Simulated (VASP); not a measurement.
# Mg (Im-3m) in VASP: notebook

One crystal, Mg, is run at these levels: LDA, optPBE-vdW, r2SCAN+D4, TPSS+D3(BJ); tasks: single point, relaxation of the atoms, relaxation of cell and atoms.

Program: VASP 6.6.1. These are calculated values, not measurements. Logs are shortened: lines on timing, memory, paths and dates and some standing lists are left out, and cuts for length are marked.

**1. The crystal as given**

Symmetry: Im-3m, No. 229, cubic system. Conventional cell: a = 3.546 Å, b = 3.546 Å, c = 3.546 Å, α = 90.00°, β = 90.00°, γ = 90.00°. Mg (site symmetry m-3m) is surrounded by 8 Mg at 3.07 Å.

This isn't the form of Mg at room conditions, which is hcp.

**2. Single point, LDA**

The input, run.py:

```python
from ase.calculators.vasp import Vasp
from ase.dft.bandgap import bandgap
from ase.spacegroup import crystal

atoms = crystal(
    ['Mg'],
    basis=[[0.0, 0.0, 0.0]],
    spacegroup=229,
    setting=1,
    cellpar=[3.54552899, 3.54552899, 3.54552899, 90.0, 90.0, 90.0],
    primitive_cell=True,
)
calc = Vasp(
    directory='calc',
    xc='lda',
    pp='LDA',
    setups='recommended',
    prec='Accurate',
    encut=520,
    ediff=1e-07,
    ismear=-1,
    sigma=0.1,
    lreal=False,
    lasph=True,
    nelm=80,
    algo='Fast',
    isif=2,
    lwave=False,
    lcharg=False,
    kpts=[11, 11, 11],
    gamma=True,
)
atoms.calc = calc

print('energy (eV):', atoms.get_potential_energy())
print('free energy (eV):', atoms.get_potential_energy(force_consistent=True))
print('forces (eV/A):')
print(atoms.get_forces())
print('stress (eV/A^3, Voigt):', atoms.get_stress())
print('Fermi level (eV):', calc.get_fermi_level())
gap, top, bottom = bandgap(calc)
print('band gap (eV):', gap, 'from (spin, k, band)', top, 'to', bottom)
```

Potentials or basis: VASP PAW LDA potentials, release 64 (Mg).

Run with:

```bash
$ python run.py
```

Standard output:

```text
energy (eV): -1.78031923
free energy (eV): -1.78626875
forces (eV/A):
[[-0.  0. -0.]]
stress (eV/A^3, Voigt): [ 0.00987176  0.00987176  0.00987176 -0.         -0.         -0.        ]
Fermi level (eV): 2.63607778
band gap (eV): 0.0 from (spin, k, band) (None, None, None) to (None, None, None)
```

OUTCAR:

```text
ENCUT = 520.000000
   EDIFF = 1.00e-07
   PREC = Accurate
   ISIF = 2
   ISMEAR = -1
   NELM = 80
   LASPH = .TRUE.
   LREAL = .FALSE.

 ion  position               nearest neighbor table
   1  0.000  0.000  0.000-

  LATTYP: Found a body centered cubic cell.
 ALAT       =     3.5455289900

  Lattice vectors:

 A1 = (  -1.7727644950,   1.7727644950,   1.7727644950)
 A2 = (   1.7727644950,  -1.7727644950,   1.7727644950)
 A3 = (   1.7727644950,   1.7727644950,  -1.7727644950)

Analysis of symmetry for initial positions (statically):
=====================================================================
 Subroutine PRICEL returns:
 Original cell was already a primitive cell.

 Routine SETGRP: Setting up the symmetry group for a
 body centered cubic supercell.

 Subroutine GETGRP returns: Found 48 space group operations
 (whereof 48 operations were pure point group operations)
 out of a pool of 48 trial point group operations.

The static configuration has the point symmetry O_h .

Analysis of symmetry for dynamics (positions and initial velocities):
=====================================================================
 Subroutine PRICEL returns:
 Original cell was already a primitive cell.

 Routine SETGRP: Setting up the symmetry group for a
 body centered cubic supercell.

 Subroutine GETGRP returns: Found 48 space group operations
 (whereof 48 operations were pure point group operations)
 out of a pool of 48 trial point group operations.

The dynamic configuration has the point symmetry O_h .

 Subroutine INISYM returns: Found 48 space group operations
 (whereof 48 operations are pure point group operations),
 and found     1 'primitive' translations

----------------------------------------------------------------------------------------

                                     Primitive cell

  volume of cell :      22.2850

  direct lattice vectors                    reciprocal lattice vectors
    -1.772764495  1.772764495  1.772764495     0.000000000  0.282045360  0.282045360
     1.772764495 -1.772764495  1.772764495     0.282045360  0.000000000  0.282045360
     1.772764495  1.772764495 -1.772764495     0.282045360  0.282045360  0.000000000

  length of vectors
     3.070518175  3.070518175  3.070518175     0.398872373  0.398872373  0.398872373

  position of ions in fractional coordinates (direct lattice)
     0.000000000  0.000000000  0.000000000

  ion indices of the primitive-cell ions
   primitive index   ion index
                 1           1

----------------------------------------------------------------------------------------

 KPOINTS: KPOINTS created by Atomic Simulation Env

Automatic generation of k-mesh.
 Grid dimensions read from file:
 generate k-points for:   11   11   11

 Generating k-lattice:

  Cartesian coordinates                     Fractional coordinates (reciprocal lattice)
     0.000000000  0.025640487  0.025640487     0.090909091  0.000000000  0.000000000
     0.025640487  0.000000000  0.025640487     0.000000000  0.090909091  0.000000000
     0.025640487  0.025640487  0.000000000     0.000000000  0.000000000  0.090909091

  Length of vectors
     0.036261125  0.036261125  0.036261125

  Shift w.r.t. Gamma in fractional coordinates (k-lattice)
     0.000000000  0.000000000  0.000000000

 Subroutine IBZKPT returns following result:
 ===========================================

 Found     56 irreducible k-points:

 Following reciprocal coordinates:
            Coordinates               Weight
  0.000000  0.000000  0.000000      1.000000
  0.090909  0.000000  0.000000     12.000000
  0.181818  0.000000  0.000000     12.000000
  0.272727  0.000000  0.000000     12.000000
  0.363636  0.000000  0.000000     12.000000
  0.454545  0.000000  0.000000     12.000000
[... 42 lines left out ...]
 -0.363636  0.363636  0.272727     24.000000
 -0.454545  0.454545  0.272727     24.000000
 [... further k-points ...]
   k-points           NKPTS =     56   k-points in BZ     NKDIM =     56   number of bands    NBANDS=      5
   number of dos      NEDOS =    301   number of ions     NIONS =      1
   total plane-waves  NPLWV =  13824
   dimension x,y,z NGX =    24 NGY =   24 NGZ =   24
   dimension x,y,z NGXF=    48 NGYF=   48 NGZF=   48
   ions per type =               1
   NGX,Y,Z   is equivalent  to a cutoff of  12.99, 12.99, 12.99 a.u.
   NGXF,Y,Z  is equivalent  to a cutoff of  25.99, 25.99, 25.99 a.u.
 SYSTEM =  unknown system
   PREC   = accura    normal or accurate (medium, high low for compatibility)
   ISTART =      0    job   : 0-new  1-cont  2-samecut
   ICHARG =      2    charge: 1-file 2-atom 10-const
   ISPIN  =      1    spin polarized calculation?
   LNONCOLLINEAR =      F non collinear calculations
   LSORBIT =      F    spin-orbit coupling
   LASPH  =      T    aspherical Exc in radial PAW
   ENCUT  =  520.0 eV  38.22 Ry    6.18 a.u.   5.71  5.71  5.71*2*pi/ulx,y,z
   NELM   =     80;   NELMIN=  2; NELMDL= -5     # of ELM steps
   EDIFF  = 0.1E-06   stopping-criterion for ELM
   LREAL  =      F    real-space projection
   EDIFFG = 0.1E-05   stopping-criterion for IOM
   NSW    =      0    number of steps for IOM
   IBRION =     -1    ionic relax: 0-MD 1-quasi-New 2-CG
   NFREE  =      0    steps in history (QN), initial steepest desc. (CG)
   ISIF   =      2    stress and relaxation
   ISYM   =      2    0-nonsym 1-usesym 2-fastsym
   POTIM  = 0.5000    time-step for ionic-motion
   TEBEG  =    0.0;   TEEND  =   0.0 temperature during run
   PSTRESS=    0.0 pullay stress
   NELECT =       2.0000    total number of electrons
   NUPDOWN=      -1.0000    fix difference up-down
   EMIN   =  10.00;   EMAX   =-10.00  energy-range for DOS
   EFERMI =   0.00;   METHOD = LEGACY
   ISMEAR =    -1;   SIGMA  =   0.10  broadening in eV -4-tet -1-fermi 0-gaus
   EFERMI_NEDOS =   21; number of points for ismear=-14 and -15
   IALGO  =     68    algorithm
   IMIX   =      4    mixing-type and parameters
     AMIX     =   0.40;   BMIX     =  1.00
     AMIX_MAG =   1.60;   BMIX_MAG =  1.00
  volume/ion in A,a.u.               =      22.29       150.39
  Fermi-wavevector in a.u.,A,eV,Ry     =   0.732960  1.385094  7.309469  0.537231
  Thomas-Fermi vector in A             =   1.825552
   LORBIT       =      0    0 simple, 1 ext, 2 COOP (PROOUT), +10 PAW based schemes
   GGA     = CA    functional components
   LHFCALC =     F    Hartree Fock is set to
   AEXX    =    0.0000 exact exchange contribution
   IVDW    =     0    specifies the selected vdW correction
   LEPSILON=     F    determine dielectric tensor
   LRPA    =     F    only Hartree local field effects (RPA)
 non-spin polarized calculation
 RMM-DIIS sequential band-by-band and
  energy-cutoff  :      520.00
  volume of cell :       22.29
 maximum number of plane-waves:       615
   NGX = 11   NGY = 11   NGZ = 11

 number of electron       2.0000000 magnetization

 Free energy of the ion-electron system (eV)
  ---------------------------------------------------
  ext. energy  EPLUGINS =         0.00000000
  ---------------------------------------------------
  free energy    TOTEN  =        -1.78626875 eV

  energy without entropy =       -1.77436972  energy(sigma->0) =       -1.78031923

 E-fermi :   2.6361     XC(G=0):  -8.7800

 val. band max:        2.5853803673   @ k =   0.3636   0.1818   0.0909
 cond. band min:       2.7208027876   @ k =  -0.4545   0.4545   0.0909
 fundamental gap:      0.1354224203
 Fermi energy:         2.6360777751

 k-point     1 :       0.0000    0.0000    0.0000
  band No.  band energies     occupation
      1      -4.4198      2.00000
      2      15.7664      0.00000
      3      15.7664      0.00000
      4      15.7664      0.00000
      5      17.8756      0.00000

 k-point     2 :       0.0909    0.0000    0.0000
  band No.  band energies     occupation
      1      -4.2218      2.00000
      2      13.7657      0.00000
      3      14.9271      0.00000
      4      14.9518      0.00000
      5      16.4319      0.00000

 k-point     3 :       0.1818    0.0000    0.0000
  band No.  band energies     occupation
      1      -3.6301      2.00000
      2      10.6128      0.00000
      3      13.6234      0.00000
      4      13.8458      0.00000
      5      15.0944      0.00000

 k-point     4 :       0.2727    0.0000    0.0000
  band No.  band energies     occupation
      1      -2.6522      2.00000
      2       7.6178      0.00000
      3      12.5402      0.00000
      4      12.9727      0.00000
      5      14.0744      0.00000

 k-point     5 :       0.3636    0.0000    0.0000
  band No.  band energies     occupation
      1      -1.3009      2.00000
      2       4.9093      0.00000
      3      11.7958      0.00000
      4      12.3858      0.00000
      5      13.3930      0.00000

 k-point     6 :       0.4545    0.0000    0.0000
  band No.  band energies     occupation
      1       0.3938      2.00000
      2       2.5347      1.46756
      3      11.4194      0.00000
      4      12.0923      0.00000
      5      13.0525      0.00000
[... 241 lines left out ...]
 k-point    37 :       0.1818    0.1818    0.1818
  band No.  band energies     occupation
      1       0.2155      2.00000
      2       5.9671      0.00000
      3       5.9671      0.00000
      4       7.4987      0.00000
      5      21.1399      0.00000

 k-point    38 :       0.2727    0.1818    0.1818
  band No.  band energies     occupation
      1       1.8665      1.99909
      2       3.9235      0.00001
      3       5.6032      0.00000
      4       6.8526      0.00000
      5      21.2598      0.00000

 k-point    39 :      -0.1818    0.1818    0.1818
  band No.  band energies     occupation
      1      -2.8468      2.00000
      2      10.6952      0.00000
      3      10.6952      0.00000
      4      11.5200      0.00000
      5      13.4307      0.00000

 k-point    40 :       0.2727    0.2727    0.1818
  band No.  band energies     occupation
      1       3.4356      0.00067
      2       3.4356      0.00067
      3       4.3360      0.00000
      4       6.3334      0.00000
      5      22.5254      0.00000

 [... further k-points ...]

------------------------ aborting loop because EDIFF is reached ----------------------------------------

  FORCE on cell =-STRESS in cart. coord.  units (eV):
  Direction    XX          YY          ZZ          XY          YZ          ZX
  --------------------------------------------------------------------------------------
  -------------------------------------------------------------------------------------
  Total       -0.2199923     -0.2199923     -0.2199923      0.0000000      0.0000000      0.0000000
  in kB      -15.8163040    -15.8163040    -15.8163040      0.0000000      0.0000000      0.0000000
  external PRESSURE =     -15.8163040 kB  Pullay stress =       0.0000000 kB

 VOLUME and BASIS-vectors are now :
 -----------------------------------------------------------------------------
  energy-cutoff  :      520.00
  volume of cell :       22.29
      direct lattice vectors                 reciprocal lattice vectors
    -1.772764495  1.772764495  1.772764495     0.000000000  0.282045360  0.282045360
     1.772764495 -1.772764495  1.772764495     0.282045360  0.000000000  0.282045360
     1.772764495  1.772764495 -1.772764495     0.282045360  0.282045360  0.000000000

 POSITION                                       TOTAL-FORCE (eV/Angst)
 -----------------------------------------------------------------------------------
      0.00000      0.00000      0.00000        -0.000000      0.000000     -0.000000
 -----------------------------------------------------------------------------------
    total drift:                                0.000000      0.000000      0.000000

  FREE ENERGIE OF THE ION-ELECTRON SYSTEM (eV)
  ---------------------------------------------------
  free  energy   TOTEN  =        -1.7862687514 eV

  energy  without entropy=       -1.7743697156  energy(sigma->0) =       -1.78031923
```

INCAR:

```text
ENCUT = 520.000000
SIGMA = 0.100000
EDIFF = 1.00e-07
ALGO = Fast
PREC = Accurate
ISIF = 2
ISMEAR = -1
NELM = 80
LASPH = .TRUE.
LCHARG = .FALSE.
LWAVE = .FALSE.
LREAL = .FALSE.
```

Wall time 4.2 s (1 thread of Intel Xeon 6975P-C (Granite Rapids), shared host); peak memory 0.12 GiB.

What came out:

```
Free energy            : -1.7863 eV
Pressure               : -1.6 GPa
Band gap on the k mesh : none (metal or under the smearing width)
```

**3. Relaxation of the atoms, optPBE-vdW (cell strained at random at fixed volume)**

The input, INCAR:

```
SYSTEM = Mg
PREC = Accurate
ENCUT = 500
EDIFF = 1E-6
ISMEAR = 0
SIGMA = 0.05
LREAL = .FALSE.
LASPH = .TRUE.
NELM = 80
ALGO = Normal
ISIF = 2
LWAVE = .FALSE.
LCHARG = .FALSE.
GGA = OR
LUSE_VDW = .TRUE.
AGGAC = 0.0
IBRION = 2
NSW = 40
EDIFFG = -0.02
```

The input, KPOINTS:

```
Automatic mesh
0
G
  11 11 11
  0 0 0
```

The input, POSCAR:

```
Mg
1.0
   -1.7857930000      1.7565770000      1.7379510000
    1.7672960000     -1.7826090000      1.7454860000
    1.8169320000      1.8137480000     -1.7639830000
Mg
1
Direct
   -0.0052390000      0.0035580000     -0.0027120000
```

Potentials or basis: VASP PAW PBE potentials, release 64 (Mg).

Run with:

```bash
$ cat potpaw_PBE.64/Mg/POTCAR > POTCAR
$ mpirun -np 1 vasp_std > vasp.out
```

Run time: 21 s. Hardware: 1 thread of Intel Xeon 6975P-C (Granite Rapids), shared host; peak memory 0.33 GiB.

The run converged. Its results:

```yaml
Free_energy: 0.1373 eV
Pressure_after_relaxing: 0.8 GPa
Band_gap_on_the_k_mesh: none (metal or under the smearing width)
```

Stress tensor (GPa, compression positive):
```
 0.61 -0.65  0.15
-0.65  0.71  0.37
 0.15  0.37  1.11
```

Final structure:
```yaml
crystal:
  lattice:
    - [-1.78579, 1.75658, 1.73795]
    - [1.76730, -1.78261, 1.74549]
    - [1.81693, 1.81375, -1.76398]
  atoms:
    - { symbol: Mg, position: [0.99476, 0.00356, 0.99729] }
```

Levels at points of the mesh, in eV from the Fermi level:
| k point | band 1 | band 2 | band 3 | band 4 | band 5 |
| --- | --- | --- | --- | --- | --- |
| (0.00, 0.00, 0.00) | -7.08 | 12.78 | 13.26 | 13.48 | 14.94 |

Caveat: the relaxation stopped at its first step, so nothing moved; the PAW data sets were made with another functional, which shifts forces and pressure a little.

(Part 1 of 3 ends here.)
